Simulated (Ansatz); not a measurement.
Crystal: Zn.

```
Zn
1.0
    -1.59358    1.77662    1.74602
     1.50392   -1.50664    1.38638
     1.54411    1.45717   -1.47605
Zn
1
Direct
  0.00000 0.00000 0.00000
```

The cell isn't the ideal one: cell sheared at random, sigma 0.06, atoms nudged by 0.01 Å.

* Program: Ansatz 0.2.0
* Task: relaxation of cell and atoms
* Functional: PBE
* Dispersion: D3(BJ)
* Potentials or basis: Ansatz PAW
* Cutoff: 420 eV (not typed: the program's choice for these potentials)
* k mesh: 11 × 12 × 12
* Occupations: fermi-dirac, width 0.05 eV
* Spin: no spin polarisation

At the start: volume 15.31 Å³/atom.

**Question.** Where does the relaxation end?

**Answer.** It ends after 14 steps and the volume is 14.68 Å³/atom (-4.1 %); space group C2/m (No. 12, to 0.05 Å).

Step by step:
| step | energy change (eV) | largest force (eV/Å) | volume (Å³) |
| --- | --- | --- | --- |
| 1 | 0.0000 | 0.0000 | 15.31 |
| 2 | -0.0253 | 0.0000 | 14.74 |
| 3 | -0.0498 | 0.0000 | 14.41 |
| 4 | -0.0708 | 0.0000 | 14.30 |
| 5 | -0.0828 | 0.0000 | 14.43 |
| 6 | -0.0883 | 0.0000 | 14.77 |
| 7 | -0.0885 | 0.0000 | 14.56 |
| 8 | -0.0890 | 0.0000 | 14.67 |
| 9 | -0.0890 | 0.0000 | 14.67 |
| 10 | -0.0891 | 0.0000 | 14.67 |
| 11 | -0.0898 | 0.0000 | 14.67 |
| 12 | -0.0898 | 0.0000 | 14.68 |
| 13 | -0.0898 | 0.0000 | 14.68 |
| 14 | -0.0898 | 0.0000 | 14.68 |

Final structure:
```
Zn
1.0
    -1.28160    1.83606    1.71494
     1.28323   -1.68237    1.55652
     1.28365    1.66777   -1.57627
Zn
1
Direct
  0.00000 0.00000 0.00000
```

Caveat: the plane-wave basis is chosen anew once the cell has moved, so the energies of steps on either side of that aren't comparable; pairwise dispersion overbinds metals, which lowers pressure and volume.
